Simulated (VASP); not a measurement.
**From VASP inputs to Ansatz: NaI (strained CsCl)**

INCAR

```
ISIF = 2
NBANDS = 14
LWAVE = .FALSE.
GGA = PE
PREC = Accurate
ISMEAR = -1
NSW = 0
NELM = 120
EDIFF = 1E-7
SIGMA = 0.02
LCHARG = .FALSE.
ENCUT = 520
IBRION = -1
LASPH = .TRUE.
LREAL = .FALSE.
```

KPOINTS

```
KPOINTS created by Atomic Simulation Environment
0
Gamma
6 6 6
0 0 0
```

KPOINTS_OPT

```
special points
4
Reciprocal
0.0000000000 0.0000000000 0.0000000000 1
0.0000000000 0.5000000000 0.0000000000 1
0.5000000000 0.5000000000 0.0000000000 1
0.5000000000 0.5000000000 0.5000000000 1
```

POSCAR

```
Na I
 1.0000000000000000
     4.1674095145000001    0.0000000000000000    0.0000000000000000
     0.0000000000000000    4.1674095145000001    0.0000000000000000
     0.0000000000000000    0.0000000000000000    4.0405366633000002
 Na  I
   1   1
Cartesian
  0.0000000000000000  0.0000000000000000  0.0000000000000000
  2.0837047572500000  2.0837047572500000  2.0202683316500001
```

VASP ran with the recommended PBE PAW datasets (14 valence electrons in the cell).

**Question.** Write an Ansatz input for this cell and level of theory.

**Answer.** 

```yaml
crystal:
  lattice:
    - [4.1674095145, 0.0, 0.0]
    - [0.0, 4.1674095145, 0.0]
    - [0.0, 0.0, 4.0405366633]
  atoms:
    - { symbol: Na, position: [0.0, 0.0, 0.0] }
    - { symbol: I, position: [0.5, 0.5, 0.5] }
kpoints:
  mp_grid: { grid: [6, 6, 6] }
  band_path:
    path: [[0.0, 0.0, 0.0], [0.0, 0.5, 0.0], [0.5, 0.5, 0.0], [0.5, 0.5, 0.5]]
    npoints: 1
hamiltonian:
  xc: pbe
scf:
  occupations: { method: fermi_dirac, width: 0.02 }
  n_extra_bands: 4
output:
  forces: true
  stress: true
  eigenvalues: true
```

Other inputs would serve too.

```json
{"": "gap between bands v and c", "VASP": "2.07 eV", "Ansatz": "2.07 eV"}
{"": "least direct gap", "VASP": "2.60 eV", "Ansatz": "2.60 eV"}
{"": "pressure", "VASP": "-0.6 GPa", "Ansatz": "-0.6 GPa"}
```

The two codes use different PAW datasets and cutoffs. VASP's cell holds 14 valence electrons and Ansatz's 26. Ansatz's stress includes a Pulay correction; VASP's doesn't.
